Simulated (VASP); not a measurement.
# V (P6_3/mmc) in VASP: further runs

One crystal, V, is run at these levels: PBE; tasks: single point.

All numbers are computed with VASP 6.6.1; they aren't measurements. Logs are shortened: lines on timing, memory, paths and dates and some standing lists are left out, and cuts for length are marked.

## Step 1: The structure

The structure is hexagonal, space group P6_3/mmc (No. 194). Conventional cell: a = 2.604 Å, b = 2.604 Å, c = 4.723 Å, α = 90.00°, β = 90.00°, γ = 120.00°. Around V (site symmetry -6m2) lie 12 V at 2.60 to 2.80 Å.

This isn't the form of V at room conditions, which is bcc.

## Step 2: Single point, PBE, collinear spin, ferromagnetic start

INCAR

```
  PREC = Accurate
  ENCUT = 400
  EDIFF = 1E-6
  ISMEAR = 0
  SIGMA = 0.1
  LREAL = F
  LASPH = T
  NELM = 100
  ALGO = Normal
  ISIF = 2
  LWAVE = F
  LCHARG = F
  ISPIN = 2
  MAGMOM = 2 2
  LORBIT = 11
  LMAXMIX = 4
  GGA = PE
  ADDGRID = F
```

KPOINTS

```
Automatic mesh
0
Gamma
  18 18 9
```

POSCAR

```
V
1.0
    2.6042941027      0.0000000000      0.0000000000
   -1.3021470513      2.2553848518      0.0000000000
    0.0000000000      0.0000000000      4.7233360000
V
2
Direct
    0.3610050000      0.6924900000      0.2406650000
    0.6997010000      0.3498080000      0.7667620000
```

Potentials or basis: VASP PAW PBE potentials, release 64 (V_sv).

Started as:

```bash
cat potpaw_PBE.64/V_sv/POTCAR > POTCAR
mpirun -np 1 vasp_std > vasp.out
```

OUTCAR:

```text
PREC = Accurate
   ENCUT = 400
   EDIFF = 1E-6
   ISMEAR = 0
   LREAL = F
   LASPH = T
   NELM = 100
   ISIF = 2
   ISPIN = 2
   LORBIT = 11
   GGA = PE

 Found   1460 irreducible k-points:

 Following reciprocal coordinates:
            Coordinates               Weight
  0.000000  0.000000  0.000000      1.000000
  0.055556 -0.000000  0.000000      2.000000
  0.000000  0.055556  0.000000      2.000000
 -0.055556  0.055556  0.000000      2.000000
  0.111111 -0.000000  0.000000      2.000000
  0.000000  0.111111  0.000000      2.000000
   k-points           NKPTS =   1460   k-points in BZ     NKDIM =   1460   number of bands    NBANDS=     19
   number of dos      NEDOS =    301   number of ions     NIONS =      2
   total plane-waves  NPLWV =  10368
   dimension x,y,z NGX =    18 NGY =   18 NGZ =   32
   dimension x,y,z NGXF=    36 NGYF=   36 NGZF=   64
   ions per type =               2
   NGX,Y,Z   is equivalent  to a cutoff of  11.49, 11.49, 11.26 a.u.
   NGXF,Y,Z  is equivalent  to a cutoff of  22.98, 22.98, 22.53 a.u.
 SYSTEM =  unknown system
   PREC   = accura    normal or accurate (medium, high low for compatibility)
   ISTART =      0    job   : 0-new  1-cont  2-samecut
   ICHARG =      2    charge: 1-file 2-atom 10-const
   ISPIN  =      2    spin polarized calculation?
   LNONCOLLINEAR =      F non collinear calculations
   LSORBIT =      F    spin-orbit coupling
   LASPH  =      T    aspherical Exc in radial PAW
   ENCUT  =  400.0 eV  29.40 Ry    5.42 a.u.   4.25  4.25  7.70*2*pi/ulx,y,z
   NELM   =    100;   NELMIN=  2; NELMDL= -5     # of ELM steps
   EDIFF  = 0.1E-05   stopping-criterion for ELM
   LREAL  =      F    real-space projection
   EDIFFG = 0.1E-04   stopping-criterion for IOM
   NSW    =      0    number of steps for IOM
   IBRION =     -1    ionic relax: 0-MD 1-quasi-New 2-CG
   NFREE  =      0    steps in history (QN), initial steepest desc. (CG)
   ISIF   =      2    stress and relaxation
   ISYM   =      2    0-nonsym 1-usesym 2-fastsym
   POTIM  = 0.5000    time-step for ionic-motion
   TEBEG  =    0.0;   TEEND  =   0.0 temperature during run
   PSTRESS=    0.0 pullay stress
   NELECT =      26.0000    total number of electrons
   NUPDOWN=      -1.0000    fix difference up-down
   EMIN   =  10.00;   EMAX   =-10.00  energy-range for DOS
   EFERMI =   0.00;   METHOD = LEGACY
   ISMEAR =     0;   SIGMA  =   0.10  broadening in eV -4-tet -1-fermi 0-gaus
   EFERMI_NEDOS =   21; number of points for ismear=-14 and -15
   IALGO  =     38    algorithm
   IMIX   =      4    mixing-type and parameters
     AMIX     =   0.40;   BMIX     =  1.00
     AMIX_MAG =   1.60;   BMIX_MAG =  1.00
  volume/ion in A,a.u.               =      13.87        93.61
  Fermi-wavevector in a.u.,A,eV,Ry     =   1.602062  3.027459 34.920768  2.566604
  Thomas-Fermi vector in A             =   2.698942
   LORBIT       =     11    0 simple, 1 ext, 2 COOP (PROOUT), +10 PAW based schemes
   GGA     = PE    functional components
   LHFCALC =     F    Hartree Fock is set to
   AEXX    =    0.0000 exact exchange contribution
   IVDW    =     0    specifies the selected vdW correction
   LEPSILON=     F    determine dielectric tensor
   LRPA    =     F    only Hartree local field effects (RPA)
 spin polarized calculation
 Gauss-broadening in eV      SIGMA  =   0.10
  energy-cutoff  :      400.00
  volume of cell :       27.74
 maximum number of plane-waves:       524
 NGX is ok and might be reduce to    18
   NGX =  9   NGY =  9   NGZ = 15

 number of electron      26.0000001 magnetization       0.0005567

 Free energy of the ion-electron system (eV)
  ---------------------------------------------------
  ext. energy  EPLUGINS =         0.00000000
  ---------------------------------------------------
  free energy    TOTEN  =       -17.41277639 eV

  energy without entropy =      -17.39598621  energy(sigma->0) =      -17.40438130

 E-fermi :   9.7062     XC(G=0): -12.7200

 val. band max:        9.7039431708   @ k =   0.3333  -0.3333   0.2222
 cond. band min:       9.7068743616   @ k =  -0.4444   0.1667  -0.3333
 fundamental gap:      0.0029311907
 Fermi energy:         9.7062093134

 spin component 1

 k-point     1 :       0.0000    0.0000    0.0000
  band No.  band energies     occupation
      1     -54.3235      1.00000
      2     -54.2049      1.00000
      3     -28.4403      1.00000
      4     -27.7807      1.00000
      5     -27.6599      1.00000
      6     -27.6575      1.00000
[... 11 lines left out ...]
     18      11.5764      0.00000
     19      12.5506      0.00000
[... 89 lines left out ...]
 k-point     6 :       0.0000    0.1111    0.0000
  band No.  band energies     occupation
      1     -54.3012      1.00000
      2     -54.1896      1.00000
      3     -28.4073      1.00000
      4     -27.7966      1.00000
      5     -27.7489      1.00000
      6     -27.6960      1.00000
[... 11 lines left out ...]
     18      11.3803      0.00000
     19      12.6238      0.00000

 [... further k-points ...]

 Fermi energy:         9.7062093134

 spin component 2

 k-point     1 :       0.0000    0.0000    0.0000
  band No.  band energies     occupation
      1     -54.3233      1.00000
      2     -54.2047      1.00000
      3     -28.4400      1.00000
      4     -27.7804      1.00000
      5     -27.6597      1.00000
      6     -27.6572      1.00000
[... 11 lines left out ...]
     18      11.5766      0.00000
     19      12.5507      0.00000
[... 89 lines left out ...]
 k-point     6 :       0.0000    0.1111    0.0000
  band No.  band energies     occupation
      1     -54.3010      1.00000
      2     -54.1894      1.00000
      3     -28.4070      1.00000
      4     -27.7963      1.00000
      5     -27.7486      1.00000
      6     -27.6957      1.00000
[... 11 lines left out ...]
     18      11.3804      0.00000
     19      12.6239      0.00000

 [... further k-points ...]
[... 5 lines left out ...]
  --------------------------------------------------------------------------------------
  -------------------------------------------------------------------------------------
  Total       -0.1111440      0.0523844     -0.1308522      0.1007136      0.0442065     -0.0560170
  in kB       -6.4185525      3.0251911     -7.5567003      5.8161953      2.5529202     -3.2349758
  external PRESSURE =      -3.6500206 kB  Pullay stress =       0.0000000 kB

 VOLUME and BASIS-vectors are now :
 -----------------------------------------------------------------------------
  energy-cutoff  :      400.00
  volume of cell :       27.74
      direct lattice vectors                 reciprocal lattice vectors
     2.604294103  0.000000000  0.000000000     0.383981210  0.221691655  0.000000000
    -1.302147051  2.255384852  0.000000000     0.000000000  0.443383310  0.000000000
     0.000000000  0.000000000  4.723336000     0.000000000  0.000000000  0.211714771

 POSITION                                       TOTAL-FORCE (eV/Angst)
 -----------------------------------------------------------------------------------
      0.03844      1.56183      1.13674        -0.039021      0.029378      1.187694
      1.36673      0.78895      3.62167         0.039021     -0.029378     -1.187694
 -----------------------------------------------------------------------------------
    total drift:                                0.000040     -0.000008     -0.000192

  FREE ENERGIE OF THE ION-ELECTRON SYSTEM (eV)
  ---------------------------------------------------
  free  energy   TOTEN  =       -17.4127763871 eV

  energy  without entropy=      -17.3959862055  energy(sigma->0) =      -17.40438130

 total charge

# of ion       s       p       d       tot
------------------------------------------
    1        2.346   6.212   3.080  11.638
    2        2.346   6.212   3.080  11.638
--------------------------------------------------
tot          4.691  12.424   6.161  23.276

 magnetization (x)

# of ion       s       p       d       tot
------------------------------------------
    1        0.000   0.000   0.000   0.000
    2        0.000   0.000   0.000   0.000
--------------------------------------------------
tot          0.000   0.000   0.000   0.000
```

It took 10 min on 1 thread of Intel Xeon Platinum 8488C (Sapphire Rapids), shared host; peak memory 0.75 GiB.

The run converged, but some of its settings lie outside the range that counts as converged, so its numbers aren't taken as properties of the crystal.

What came out:

```
Free energy                                           : -17.4128 eV
Pressure                                              : -0.4 GPa
Largest force                                         : 1.189 eV/Å
Band gap on the k mesh                                : none (metal or under the smearing width)
Net moment                                            : 0.00 μB per cell
Valence electrons inside the program's atomic spheres : V 11.64
```

## Step 3: Single point, PBE, collinear spin, ferromagnetic start

Edit INCAR of step 2 so:

```diff
@@ -1,3 +1,3 @@
   PREC = Accurate
-  ENCUT = 400
+  ENCUT = 460
   EDIFF = 1E-6
```

KPOINTS is that of step 2.

POSCAR

```
V
1.0
    2.6042941027      0.0000000000      0.0000000000
   -1.3021470513      2.2553848518      0.0000000000
    0.0000000000      0.0000000000      4.7233360000
V
2
Direct
    0.3333333333      0.6666666667      0.2500000000
    0.6666666667      0.3333333333      0.7500000000
```

Potentials or basis: VASP PAW PBE potentials, release 64 (V_sv).

Started as:

```bash
cat potpaw_PBE.64/V_sv/POTCAR > POTCAR
mpirun -np 1 vasp_std > vasp.out
```

It took 88 s on 1 thread of Intel Xeon Platinum 8488C (Sapphire Rapids), shared host; peak memory 0.23 GiB.

The run converged, but some of its settings lie outside the range that counts as converged, so its numbers aren't taken as properties of the crystal.

What came out:

| Item | Value |
| --- | --- |
| Free energy | -17.4862 eV |
| Pressure | -0.8 GPa |
| Band gap on the k mesh | none (metal or under the smearing width) |
| Net moment | 0.00 μB per cell |
| Valence electrons inside the program's atomic spheres | V 11.63 |

## Step 4: Single point, PBE, collinear spin, ferromagnetic start

INCAR is that of step 3.

KPOINTS is that of step 3.

POSCAR

```
V
1.0
    2.6042941027      0.0000000000      0.0000000000
   -1.3021470513      2.2553848518      0.0000000000
    0.0000000000      0.0000000000      4.7233360000
V
2
Direct
    0.3610050000      0.6924900000      0.2406650000
    0.6997010000      0.3498080000      0.7667620000
```

Started as:

```bash
cat potpaw_PBE.64/V_sv/POTCAR > POTCAR
mpirun -np 1 vasp_std > vasp.out
```

Wall time 12 min (1 thread of Intel Xeon Platinum 8488C (Sapphire Rapids), shared host); peak memory 0.89 GiB.

The run converged, but some of its settings lie outside the range that counts as converged, so its numbers aren't taken as properties of the crystal.

What came out:

| Quantity | Value |
| --- | --- |
| Free energy | -17.4144 eV |
| Pressure | 0.5 GPa |
| Largest force | 1.186 eV/Å |
| Band gap on the k mesh | none (metal or under the smearing width) |
| Net moment | 0.00 μB per cell |
| Valence electrons inside the program's atomic spheres | V 11.64 |

## Step 5: Single point, PBE, collinear spin, ferromagnetic start

Edit INCAR of step 4 so:

```diff
@@ -4,3 +4,3 @@
   ISMEAR = 0
-  SIGMA = 0.1
+  SIGMA = 0.4
   LREAL = F
```

KPOINTS is that of step 4.

POSCAR

```
V
1.0
    2.6042941027      0.0000000000      0.0000000000
   -1.3021470513      2.2553848518      0.0000000000
    0.0000000000      0.0000000000      4.7233360000
V
2
Direct
    0.3333333333      0.6666666667      0.2500000000
    0.6666666667      0.3333333333      0.7500000000
```

Potentials or basis: VASP PAW PBE potentials, release 64 (V_sv).

Started as:

```bash
cat potpaw_PBE.64/V_sv/POTCAR > POTCAR
mpirun -np 1 vasp_std > vasp.out
```

OUTCAR:

```text
PREC = Accurate
   ENCUT = 460
   EDIFF = 1E-6
   ISMEAR = 0
   LREAL = F
   LASPH = T
   NELM = 100
   ISIF = 2
   ISPIN = 2
   LORBIT = 11
   GGA = PE

 Found    185 irreducible k-points:

 Following reciprocal coordinates:
            Coordinates               Weight
  0.000000  0.000000  0.000000      1.000000
  0.055556 -0.000000  0.000000      6.000000
  0.111111 -0.000000  0.000000      6.000000
  0.166667 -0.000000  0.000000      6.000000
  0.222222 -0.000000  0.000000      6.000000
  0.277778 -0.000000  0.000000      6.000000
   k-points           NKPTS =    185   k-points in BZ     NKDIM =    185   number of bands    NBANDS=     19
   number of dos      NEDOS =    301   number of ions     NIONS =      2
   total plane-waves  NPLWV =  11664
   dimension x,y,z NGX =    18 NGY =   18 NGZ =   36
   dimension x,y,z NGXF=    36 NGYF=   36 NGZF=   72
   ions per type =               2
   NGX,Y,Z   is equivalent  to a cutoff of  11.49, 11.49, 12.67 a.u.
   NGXF,Y,Z  is equivalent  to a cutoff of  22.98, 22.98, 25.34 a.u.
 SYSTEM =  unknown system
   PREC   = accura    normal or accurate (medium, high low for compatibility)
   ISTART =      0    job   : 0-new  1-cont  2-samecut
[... 203 lines left out ...]
      1     -54.3185      1.00000
      2     -54.2117      1.00000
      3     -28.4222      1.00000
      4     -27.7902      1.00000
      5     -27.6504      1.00000
      6     -27.6504      1.00000
[... 109 lines left out ...]
      6     -27.8118      1.00000
[... 11 lines left out ...]
     18      11.9146      0.00000
     19      12.6819      0.00000

 [... further k-points ...]
[... 5 lines left out ...]
  --------------------------------------------------------------------------------------
  -------------------------------------------------------------------------------------
  Total        0.1810846      0.1810846     -0.2651086      0.0000000      0.0000000      0.0000000
  in kB       10.4576127     10.4576127    -15.3099912      0.0000000      0.0000000      0.0000000
  external PRESSURE =       1.8684114 kB  Pullay stress =       0.0000000 kB

 VOLUME and BASIS-vectors are now :
 -----------------------------------------------------------------------------
  energy-cutoff  :      460.00
  volume of cell :       27.74
      direct lattice vectors                 reciprocal lattice vectors
     2.604294103  0.000000000  0.000000000     0.383981210  0.221691655  0.000000000
    -1.302147051  2.255384852  0.000000000     0.000000000  0.443383310  0.000000000
     0.000000000  0.000000000  4.723336000     0.000000000  0.000000000  0.211714771

 POSITION                                       TOTAL-FORCE (eV/Angst)
 -----------------------------------------------------------------------------------
     -0.00000      1.50359      1.18083         0.000000      0.000000      0.000000
      1.30215      0.75179      3.54250         0.000000     -0.000000      0.000000
 -----------------------------------------------------------------------------------
    total drift:                                0.000000     -0.000000      0.000000

  FREE ENERGIE OF THE ION-ELECTRON SYSTEM (eV)
  ---------------------------------------------------
  free  energy   TOTEN  =       -17.6183060212 eV

  energy  without entropy=      -17.3399819844  energy(sigma->0) =      -17.47914400

 total charge

# of ion       s       p       d       tot
------------------------------------------
    1        2.343   6.211   3.074  11.629
    2        2.343   6.211   3.074  11.629
--------------------------------------------------
tot          4.686  12.423   6.148  23.257

 magnetization (x)

# of ion       s       p       d       tot
------------------------------------------
    1       -0.000   0.000   0.000   0.000
    2       -0.000   0.000   0.000   0.000
--------------------------------------------------
tot         -0.000   0.000   0.001   0.001
```

Run time: 87 s. Hardware: 1 thread of Intel Xeon Platinum 8488C (Sapphire Rapids), shared host; peak memory 0.22 GiB.

The run converged, but some of its settings lie outside the range that counts as converged, so its numbers aren't taken as properties of the crystal.

What came out:

```
Free energy                                           : -17.6183 eV
Pressure                                              : 0.2 GPa
Band gap on the k mesh                                : none (metal or under the smearing width)
Net moment                                            : 0.00 μB per cell
Valence electrons inside the program's atomic spheres : V 11.63
```
